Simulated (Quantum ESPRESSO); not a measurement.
## Li in Quantum ESPRESSO: the effect of target pressure

Li:

```
Li
1.0
    -1.75465    1.75465    1.75465
     1.75465   -1.75465    1.75465
     1.75465    1.75465   -1.75465
Li
1
Cartesian
  0.0000 0.0000 0.0000
```

Alike in all runs:

```yaml
Program: Quantum ESPRESSO 7.5
Task: phonons
Functional: PBEsol
Potentials_or_basis: GBRV 1.5 PBEsol
Cutoff: 612 eV
Density_cutoff: 4898 eV
k_mesh: 11 × 11 × 11
Occupations: cold, width 0.2 eV
Spin: no spin polarisation
```

Each run relaxes the cell or the atoms first.

```tsv
target pressure	relaxed volume (Å³/atom)	highest phonon frequency (cm⁻¹)
0 GPa	20.22	339
10 GPa	?	?
25 GPa	10.76	659
50 GPa	8.57	821
80 GPa	7.23	948
```

**Question.** What does the run with target pressure 10 GPa give?

**Answer.** Relaxed volume 13.79 Å³/atom; highest phonon frequency 513 cm⁻¹.

Worked out: A parabola through the other rows of the relaxed volume, of slope -0.336 Å³/atom per GPa there, gives 16.19 Å³/atom, against the run's 13.79. A parabola through the other rows of the highest phonon frequency, of slope 12.2 cm⁻¹ per GPa there, gives 475 cm⁻¹, against the run's 513.

Caveats: some modes are imaginary; the q point doesn't lie on the k mesh, which can shift a metal's frequencies strongly unless the mesh is converged; the mesh is thin for the phonons of a metal (some runs); the volume moved by over 15 % at a fixed basis, so the end points are rough (some runs); the cell is more than 3 GPa from zero pressure, which shifts response properties (some runs).
